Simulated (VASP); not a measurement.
# CoO (R3m) in VASP: a series of runs, part 2 of 2

VASP 6.6.1.

## Step 5: Single point, RPBE, collinear spin, ferromagnetic start

Contents of INCAR:

```
PREC = Accurate ; ENCUT = 500
EDIFF = 1E-6 ; ISMEAR = 0
SIGMA = 0.02 ; LREAL = False
LASPH = True ; NELM = 100
ALGO = Fast ; ISIF = 2
LWAVE = False ; LCHARG = False
ISPIN = 2 ; MAGMOM = 2 0
LORBIT = 11 ; LMAXMIX = 4
GGA = RP
```

Contents of KPOINTS:

```
regular mesh
0
Gamma
  10 10 10
```

Contents of POSCAR:

```
CoO
1.0
    1.6022198417      0.9250420569      2.5664708903
   -1.6022198417      0.9250420569      2.5664708903
    0.0000000000     -1.8500841138      2.5664708903
Co O
1 1
Cartesian
    0.0000000000      0.0000000000      7.6915463350
    0.0000000000      0.0000000000      5.7824208345
```

Potentials or basis: VASP PAW PBE potentials, release 64 (Co, O).

On the command line:

```sh
cat potpaw_PBE.64/Co/POTCAR potpaw_PBE.64/O/POTCAR > POTCAR
mpirun -np 1 vasp_std > vasp.out
```

OUTCAR:

```text
PREC = Accurate
   ENCUT = 500
   EDIFF = 1E-6
   ISMEAR = 0
   LREAL = False
   LASPH = True
   NELM = 100
   ISIF = 2
   ISPIN = 2
   LORBIT = 11
   GGA = RP

 ion  position               nearest neighbor table
   1  0.999  0.999  0.999-   2 1.91   2 1.96   2 1.96   2 1.96
   2  0.751  0.751  0.751-   1 1.91   1 1.96   1 1.96   1 1.96

  LATTYP: Found a trigonal (rhomboedric) cell.
 ALAT       =     3.1637926700
 COS(alpha) =     0.4870699110

  Lattice vectors:

 A1 = (   1.6022198417,   0.9250420569,   2.5664708903)
 A2 = (  -1.6022198417,   0.9250420569,   2.5664708903)
 A3 = (   0.0000000000,  -1.8500841138,   2.5664708903)

Analysis of symmetry for initial positions (statically):
=====================================================================
 Subroutine PRICEL returns:
 Original cell was already a primitive cell.

 Routine SETGRP: Setting up the symmetry group for a
 trigonal (rhombohedral) supercell.

 Subroutine GETGRP returns: Found  6 space group operations
[... 1415 lines left out ...]
      9       8.6280      0.00000
     10       8.9853      0.00000
     11      18.7821      0.00000
     12      20.6068      0.00000

 [... further k-points ...]

------------------------ aborting loop because EDIFF is reached ----------------------------------------

  FORCE on cell =-STRESS in cart. coord.  units (eV):
  Direction    XX          YY          ZZ          XY          YZ          ZX
  --------------------------------------------------------------------------------------
  -------------------------------------------------------------------------------------
  Total        0.5163693      0.5163693      1.3432500      0.0000000     -0.0000000      0.0000000
  in kB       36.2493162     36.2493162     94.2966494      0.0000000     -0.0000000      0.0000000
  external PRESSURE =      55.5984273 kB  Pullay stress =       0.0000000 kB

 VOLUME and BASIS-vectors are now :
 -----------------------------------------------------------------------------
  energy-cutoff  :      500.00
  volume of cell :       22.82
      direct lattice vectors                 reciprocal lattice vectors
     1.602219842  0.925042057  2.566470890     0.312067038  0.180171988  0.129880037
    -1.602219842  0.925042057  2.566470890    -0.312067038  0.180171988  0.129880037
     0.000000000 -1.850084114  2.566470890     0.000000000 -0.360343977  0.129880037

 POSITION                                       TOTAL-FORCE (eV/Angst)
 -----------------------------------------------------------------------------------
      0.00000      0.00000      7.69155         0.000000     -0.000000      0.302781
      0.00000      0.00000      5.78242         0.000000      0.000000     -0.302781
 -----------------------------------------------------------------------------------
    total drift:                                0.000000      0.000000      0.000074

  FREE ENERGIE OF THE ION-ELECTRON SYSTEM (eV)
  ---------------------------------------------------
  free  energy   TOTEN  =       -12.5295285630 eV

  energy  without entropy=      -12.5291917992  energy(sigma->0) =      -12.52936018

 total charge

# of ion       s       p       d       tot
------------------------------------------
    1        0.347   0.450   7.207   8.004
    2        1.559   3.452   0.000   5.012
--------------------------------------------------
tot          1.906   3.903   7.207  13.016

 magnetization (x)

# of ion       s       p       d       tot
------------------------------------------
    1        0.019   0.051   2.340   2.409
    2        0.021   0.277   0.000   0.298
--------------------------------------------------
tot          0.039   0.328   2.340   2.707
```

OSZICAR:

```text
N       E                     dE             d eps       ncg     rms          rms(c)
DAV:   1     0.879881913678E+02    0.87988E+02   -0.70072E+03  5640   0.133E+03
DAV:   2    -0.820310303059E+01   -0.96191E+02   -0.86247E+02  5836   0.276E+02
DAV:   3    -0.150498895357E+02   -0.68468E+01   -0.65806E+01  6420   0.858E+01
DAV:   4    -0.151466411814E+02   -0.96752E-01   -0.96622E-01  6260   0.107E+01
DAV:   5    -0.151491262941E+02   -0.24851E-02   -0.24850E-02  6664   0.176E+00    0.180E+01
RMM:   6    -0.145188791080E+02    0.63025E+00   -0.18497E+01  6122   0.564E+01    0.245E+01
RMM:   7    -0.125301700909E+02    0.19887E+01   -0.51031E+00  5592   0.305E+01    0.834E+00
RMM:   8    -0.125391200061E+02   -0.89499E-02   -0.73538E-02  6233   0.300E+00    0.443E+00
RMM:   9    -0.125228100606E+02    0.16310E-01   -0.10944E-01  6514   0.295E+00    0.127E+00
RMM:  10    -0.125302084559E+02   -0.73984E-02   -0.13714E-02  6068   0.178E+00    0.597E-01
RMM:  11    -0.125286980032E+02    0.15105E-02   -0.61977E-03  6134   0.814E-01    0.231E-01
RMM:  12    -0.125292324186E+02   -0.53442E-03   -0.72150E-04  6568   0.348E-01    0.137E-01
RMM:  13    -0.125293422574E+02   -0.10984E-03   -0.15958E-04  7094   0.144E-01    0.111E-01
RMM:  14    -0.125295460701E+02   -0.20381E-03   -0.66097E-04  7672   0.234E-01    0.521E-02
RMM:  15    -0.125295285015E+02    0.17569E-04   -0.31221E-05  6445   0.667E-02    0.177E-02
RMM:  16    -0.125295277694E+02    0.73211E-06   -0.15990E-05  6597   0.435E-02    0.957E-03
RMM:  17    -0.125295285630E+02   -0.79360E-06   -0.37248E-06  5387   0.217E-02
   1 F= -.12529529E+02 E0= -.12529360E+02  d E =-.336764E-03  mag=     2.7967
```

Run time: 1.9 min. Hardware: 1 thread of AMD EPYC 7R43 (Zen 3), shared host; peak memory 0.14 GiB.

What came out:

* Free energy: -12.5295 eV
* Pressure: 5.6 GPa
* Largest force: 0.303 eV/Å
* Band gap on the k mesh: none (metal or under the smearing width)
* Net moment: 2.80 μB per cell
* Site moments: Co +2.41; O +0.30 μB
* Valence electrons inside the program's atomic spheres: Co 8.00; O 5.01

Forces on the atoms (eV/Å):
```
Co   0.000  0.000  0.303
O    0.000  0.000 -0.303
```

Caveat: the PAW data sets were made with another functional, which shifts forces and pressure a little; a cell with one magnetic atom can't hold antiferromagnetic order, which such compounds often take; semilocal functionals often make such compounds metallic where correlation or magnetic order opens a gap, which also shifts bond lengths. With open d or f shells a metallic result of RPBE can be an artefact of self-interaction; +U or a hybrid may open a gap.

## Step 6: Single point, RPBE, collinear spin, ferromagnetic start

Contents of run.py:

```python
from ase.calculators.vasp import Vasp
from ase.dft.bandgap import bandgap
from ase.io import read

atoms = read('CoO.cif', primitive_cell=True, subtrans_included=False)
atoms.set_initial_magnetic_moments([2.0, 0.0])
calc = Vasp(
    directory='calc',
    xc='rpbe',
    pp='PBE',
    setups='minimal',
    prec='Accurate',
    encut=500,
    ediff=1e-07,
    ismear=0,
    sigma=0.02,
    lreal=False,
    lasph=True,
    nelm=150,
    algo='Normal',
    isif=2,
    lwave=False,
    lcharg=False,
    ispin=2,
    lorbit=11,
    lmaxmix=4,
    kpts=[10, 10, 10],
    gamma=True,
    nbands=18,
)
atoms.calc = calc

print('energy (eV):', atoms.get_potential_energy())
print('free energy (eV):', atoms.get_potential_energy(force_consistent=True))
print('forces (eV/A):')
print(atoms.get_forces())
print('stress (eV/A^3, Voigt):', atoms.get_stress())
print('Fermi level (eV):', calc.get_fermi_level())
print('moment (muB):', atoms.get_magnetic_moment())
print('site moments (muB):', atoms.get_magnetic_moments())
gap, top, bottom = bandgap(calc)
print('band gap (eV):', gap, 'from (spin, k, band)', top, 'to', bottom)
```

Contents of CoO.cif:

```cif
data_CoO
_cell_length_a 3.20443968
_cell_length_b 3.20443968
_cell_length_c 7.69941267
_cell_angle_alpha 90.00000000
_cell_angle_beta 90.00000000
_cell_angle_gamma 120.00000000
_space_group_name_H-M_alt 'R3m'
_space_group_name_Hall 'R 3 -2"'
_space_group_IT_number 160
loop_
_space_group_symop_operation_xyz
'x,y,z'
'-y,x-y,z'
'-x+y,-x,z'
'-y,-x,z'
'-x+y,y,z'
'x,x-y,z'
'x+2/3,y+1/3,z+1/3'
'-y+2/3,x-y+1/3,z+1/3'
'-x+y+2/3,-x+1/3,z+1/3'
'-y+2/3,-x+1/3,z+1/3'
'-x+y+2/3,y+1/3,z+1/3'
'x+2/3,x-y+1/3,z+1/3'
'x+1/3,y+2/3,z+2/3'
'-y+1/3,x-y+2/3,z+2/3'
'-x+y+1/3,-x+2/3,z+2/3'
'-y+1/3,-x+2/3,z+2/3'
'-x+y+1/3,y+2/3,z+2/3'
'x+1/3,x-y+2/3,z+2/3'
loop_
_atom_site_label
_atom_site_type_symbol
_atom_site_symmetry_multiplicity
_atom_site_Wyckoff_symbol
_atom_site_fract_x
_atom_site_fract_y
_atom_site_fract_z
_atom_site_occupancy
Co1 Co 3 a 0.3333333333 0.6666666667 0.6656449867 1
O1 O 3 a 0.3333333333 0.6666666667 0.4176876967 1
```

Potentials or basis: VASP PAW PBE potentials, release 64 (Co, O).

On the command line:

```sh
python run.py
```

It took 3.4 min on 1 thread of AMD EPYC 7R43 (Zen 3), shared host; peak memory 0.15 GiB.

Results (log left out):

- Free energy: -12.5295 eV
- Pressure: 5.5 GPa
- Largest force: 0.303 eV/Å
- Band gap on the k mesh: none (metal or under the smearing width)
- Net moment: 2.80 μB per cell
- Site moments: Co +2.41; O +0.30 μB
- Valence electrons inside the program's atomic spheres: Co 8.00; O 5.01

Forces in eV/Å, atoms in the order of the input:
```
Co   0.000  0.000  0.303
O    0.000  0.000 -0.303
```

Stress tensor (GPa, compression positive):
```
3.59 0.00 0.00
0.00 3.59 0.00
0.00 0.00 9.39
```

Levels at points of the mesh, in eV from the Fermi level:
Spin up:
```
           k point  band 7  band 8  band 9  band 10  band 11  band 12
(0.00, 0.00, 0.00)    0.20    0.24    0.24     0.40    14.13    14.13
(0.50, 0.00, 0.00)   -2.16   -0.54   -0.49     5.85     7.01    13.63
(0.50, 0.50, 0.00)   -1.85   -1.72   -1.51     5.24    10.06    11.29
(0.50, 0.50, 0.50)   -2.20   -0.65   -0.65     5.82     7.32    13.53
```
Spin down:
| k point | band 4 | band 5 | band 6 | band 7 | band 8 | band 9 |
| --- | --- | --- | --- | --- | --- | --- |
| (0.00, 0.00, 0.00) | -4.88 | -0.55 | -0.55 | 0.77 | 2.71 | 2.71 |
| (0.50, 0.00, 0.00) | -4.71 | -0.32 | -0.30 | 0.41 | 1.86 | 1.90 |
| (0.50, 0.50, 0.00) | -4.42 | -0.66 | -0.17 | 0.01 | 1.05 | 1.12 |
| (0.50, 0.50, 0.50) | -4.66 | -0.28 | -0.28 | 0.25 | 1.74 | 1.74 |

Caveat: the PAW data sets were made with another functional, which shifts forces and pressure a little; a cell with one magnetic atom can't hold antiferromagnetic order, which such compounds often take; semilocal functionals often make such compounds metallic where correlation or magnetic order opens a gap, which also shifts bond lengths.

## Step 7: The reference run

An earlier run on the cell as given: functional PBE; potentials or basis VASP PAW PBE potentials, release 64 (Co, O); cutoff 520 eV; k mesh 10 × 10 × 10; occupations fermi-dirac, width 0.05 eV; collinear spin, ferromagnetic start; starting moments [2.0, 0.0] μB.

- Pressure: -0.3 GPa
- Largest force: 0.263 eV/Å
- Band gap on the k mesh: none (metal or under the smearing width)
- Net moment: 2.74 μB per cell
- Site moments: Co +2.36; O +0.29 μB
- Valence electrons inside the program's atomic spheres: Co 8.01; O 4.99

## Step 8: Summary

| task | level | potentials or basis | cutoff (eV) | smearing | gap on the mesh (eV) | pressure (GPa) | moment (μB) | largest force (eV/Å) |
| --- | --- | --- | --- | --- | --- | --- | --- | --- |
| single point | PBEsol | VASP PAW PBE potentials, release 54 (Co, O) | 520 | gaussian 0.05 eV | none | -7.9 | 2.79 | 0.21 |
| electrostatic potential | revTPSS+D4 | VASP PAW PBE potentials, release 64 (Co_sv_GW, O_GW) | 600 | gaussian 0.05 eV | none | -3.8 | 2.77 | 0.34 |
| single point | RPBE | VASP PAW PBE potentials, release 64 (Co, O) | 500 | gaussian 0.02 eV | none | 5.5 | 2.80 | 0.30 |
| single point | PBE | VASP PAW PBE potentials, release 64 (Co, O) | 520 | fermi-dirac 0.05 eV | none | -0.3 | 2.74 | 0.26 |

Alike in all rows: spin collinear, ferromagnetic start; cell as given; k mesh 10 × 10 × 10.

Caveats: a cell with one magnetic atom can't hold antiferromagnetic order, which such compounds often take; semilocal functionals often make such compounds metallic where correlation or magnetic order opens a gap, which also shifts bond lengths; the PAW data sets were made with another functional, which shifts forces and pressure a little (some runs); pairwise dispersion overbinds metals, which lowers pressure and volume (some runs).

Total energies depend on the potentials used, so only differences within one code and one set of settings carry meaning.
